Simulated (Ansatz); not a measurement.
## Band table of Fe (diamond type)

```
Fe
1.0
     0.00000    2.37027    2.37027
     2.37027    0.00000    2.37027
     2.37027    2.37027    0.00000
Fe
2
Direct
  0.87500 0.87500 0.87500
  0.12500 0.12500 0.12500
```

The cell comes from a relaxation on PAW files under the same functional, begun from a prototype that needn't be the stable phase.

Computed with Ansatz 0.2.0; functional PBE, scalar-relativistic. Settings: a Γ-centred 14×14×14 k mesh, Fermi–Dirac smearing of 0.08 eV, spin-polarised from start moments Fe1 2.5, Fe2 2.5 μB. Methods: LAPW: all electrons, basis error target 1 meV/atom.

This run: volume at 0.92 of the series' base cell.

The start moments died away, and the runs ended non-magnetic.

Path points, in fractions of the reciprocal vectors: Γ (0.000, 0.000, 0.000), X (0.500, 0.000, 0.500), U (0.625, 0.250, 0.625), K (0.375, 0.375, 0.750), L (0.500, 0.500, 0.500), W (0.500, 0.250, 0.750). The distance column jumps between branches of the path. Levels in eV from the Fermi level; bands 9 to 21, counted from the lowest band of the run. The gap is zero, the pressure 15.57 GPa.

```
# k(1/Å) point b9 b10 b11 b12 b13 b14 b15 b16 b17 b18 b19 b20 b21
0.000 Γ -7.12 -3.09 -3.09 -2.69 -2.69 -2.69 -0.43 -0.43 -0.43 1.41 1.41 15.04 15.04
0.166 - -7.00 -3.24 -3.05 -2.68 -2.68 -2.53 -0.57 -0.41 -0.41 1.37 1.45 13.53 13.53
0.331 - -6.66 -3.49 -2.92 -2.65 -2.65 -2.25 -0.93 -0.32 -0.32 1.25 1.53 11.93 11.93
0.497 - -6.11 -3.73 -2.71 -2.63 -2.63 -1.96 -1.41 -0.15 -0.15 1.04 1.59 10.41 10.41
0.663 - -5.38 -3.93 -2.61 -2.61 -2.43 -1.91 -1.68 0.10 0.10 0.76 1.63 9.01 9.01
0.828 - -4.56 -4.07 -2.61 -2.61 -2.32 -2.09 -1.43 0.42 0.45 0.45 1.67 7.75 7.75
0.994 - -4.13 -3.94 -2.63 -2.63 -2.39 -1.70 -1.25 0.03 0.85 0.85 1.79 6.15 6.70
1.160 - -4.10 -3.85 -2.64 -2.64 -1.91 -1.28 -1.21 -0.39 1.20 1.20 2.15 4.35 5.95
1.325 X -3.99 -3.99 -2.64 -2.64 -1.41 -1.41 -0.83 -0.83 1.35 1.35 2.98 2.98 5.67
1.384 - -4.00 -3.98 -2.65 -2.63 -1.41 -1.41 -0.84 -0.84 1.35 1.36 2.97 2.99 5.57
1.443 - -4.01 -3.97 -2.66 -2.58 -1.43 -1.40 -0.87 -0.84 1.36 1.39 2.97 3.01 5.31
1.501 - -4.04 -3.94 -2.68 -2.50 -1.45 -1.39 -0.91 -0.85 1.37 1.43 2.96 3.06 4.93
1.560 - -4.07 -3.90 -2.71 -2.42 -1.49 -1.38 -0.96 -0.86 1.39 1.48 2.95 3.13 4.46
1.618 - -4.10 -3.86 -2.75 -2.32 -1.53 -1.35 -1.02 -0.87 1.41 1.53 2.96 3.21 3.95
1.677 - -4.12 -3.80 -2.79 -2.24 -1.59 -1.30 -1.08 -0.88 1.43 1.58 2.98 3.30 3.44
1.735 - -4.13 -3.74 -2.85 -2.18 -1.65 -1.23 -1.15 -0.89 1.45 1.61 2.87 3.05 3.46
1.794 U -4.14 -3.67 -2.91 -2.15 -1.71 -1.21 -1.14 -0.90 1.47 1.60 2.35 3.16 3.62
2.606 K -4.14 -3.67 -2.91 -2.15 -1.71 -1.21 -1.14 -0.90 1.47 1.60 2.35 3.16 3.62
2.781 - -4.12 -3.43 -3.11 -2.24 -1.94 -1.38 -0.92 -0.81 1.01 1.40 1.54 3.81 4.25
2.957 - -4.15 -3.31 -3.21 -2.54 -2.16 -1.52 -0.91 -0.79 0.43 1.02 1.59 4.83 5.15
3.133 - -4.52 -3.46 -3.06 -2.76 -2.32 -1.67 -1.07 -0.86 0.59 0.61 1.61 6.12 6.34
3.309 - -5.25 -3.52 -3.05 -2.72 -2.37 -1.84 -1.16 -0.78 0.19 0.91 1.60 7.63 7.78
3.484 - -6.01 -3.49 -3.09 -2.66 -2.41 -2.05 -1.03 -0.67 -0.11 1.14 1.55 9.31 9.44
3.660 - -6.61 -3.38 -3.12 -2.66 -2.51 -2.29 -0.77 -0.55 -0.30 1.30 1.49 11.15 11.29
3.836 - -6.99 -3.21 -3.11 -2.68 -2.63 -2.54 -0.53 -0.47 -0.40 1.39 1.44 13.14 13.26
4.011 Γ -7.12 -3.09 -3.09 -2.69 -2.69 -2.69 -0.43 -0.43 -0.43 1.41 1.41 15.04 15.04
4.155 - -7.03 -3.14 -3.14 -2.68 -2.61 -2.61 -0.48 -0.44 -0.44 1.41 1.41 13.21 14.39
4.298 - -6.78 -3.23 -3.23 -2.66 -2.46 -2.46 -0.63 -0.45 -0.45 1.41 1.41 11.18 13.69
4.442 - -6.36 -3.28 -3.28 -2.62 -2.34 -2.34 -0.87 -0.44 -0.44 1.40 1.40 9.24 13.08
4.585 - -5.82 -3.29 -3.29 -2.55 -2.29 -2.29 -1.15 -0.36 -0.36 1.37 1.37 7.41 12.54
4.729 - -5.18 -3.25 -3.25 -2.47 -2.34 -2.34 -1.42 -0.22 -0.22 1.31 1.31 5.73 12.10
4.872 - -4.51 -3.16 -3.16 -2.53 -2.46 -2.46 -1.50 -0.03 -0.03 1.24 1.24 4.28 11.76
5.016 - -3.87 -3.03 -3.03 -2.83 -2.62 -2.62 -1.32 0.14 0.14 1.16 1.16 3.20 11.55
5.159 L -3.42 -3.18 -2.94 -2.94 -2.73 -2.73 -1.18 0.21 0.21 1.13 1.13 2.77 11.48
5.276 - -3.41 -3.31 -2.98 -2.95 -2.65 -2.56 -1.15 0.16 0.21 1.14 1.15 2.76 11.02
5.394 - -3.54 -3.43 -2.97 -2.90 -2.51 -2.29 -1.06 0.04 0.25 1.17 1.22 2.74 9.99
5.511 - -3.74 -3.52 -2.83 -2.82 -2.36 -2.06 -0.98 -0.15 0.40 1.21 1.32 2.71 8.79
5.628 - -3.89 -3.64 -2.71 -2.60 -2.22 -1.87 -0.95 -0.36 0.73 1.29 1.45 2.68 7.57
5.745 - -3.99 -3.76 -2.58 -2.35 -2.10 -1.71 -1.01 -0.59 1.19 1.39 1.64 2.70 6.40
5.862 - -4.04 -3.87 -2.44 -2.15 -1.98 -1.58 -1.10 -0.80 1.48 1.52 2.13 2.80 5.33
5.979 - -4.05 -3.96 -2.30 -2.12 -1.78 -1.52 -1.17 -0.98 1.60 1.62 2.89 3.09 4.39
6.097 W -4.02 -4.02 -2.19 -2.19 -1.60 -1.60 -1.12 -1.12 1.64 1.64 3.59 3.59 3.81
6.179 - -4.02 -4.02 -2.21 -2.21 -1.59 -1.59 -1.11 -1.11 1.63 1.63 3.47 3.47 3.98
6.262 - -4.02 -4.02 -2.28 -2.28 -1.55 -1.55 -1.08 -1.08 1.60 1.60 3.31 3.31 4.24
6.345 - -4.01 -4.01 -2.37 -2.37 -1.51 -1.51 -1.03 -1.03 1.55 1.55 3.19 3.19 4.54
6.428 - -4.01 -4.01 -2.45 -2.45 -1.47 -1.47 -0.97 -0.97 1.50 1.50 3.10 3.10 4.86
6.511 - -4.00 -4.00 -2.53 -2.53 -1.44 -1.44 -0.92 -0.92 1.44 1.44 3.04 3.04 5.16
6.594 - -3.99 -3.99 -2.59 -2.59 -1.42 -1.42 -0.87 -0.87 1.39 1.39 3.00 3.00 5.42
6.676 - -3.99 -3.99 -2.63 -2.63 -1.41 -1.41 -0.84 -0.84 1.36 1.36 2.98 2.98 5.60
6.759 X -3.99 -3.99 -2.64 -2.64 -1.41 -1.41 -0.83 -0.83 1.35 1.35 2.98 2.98 5.67
```
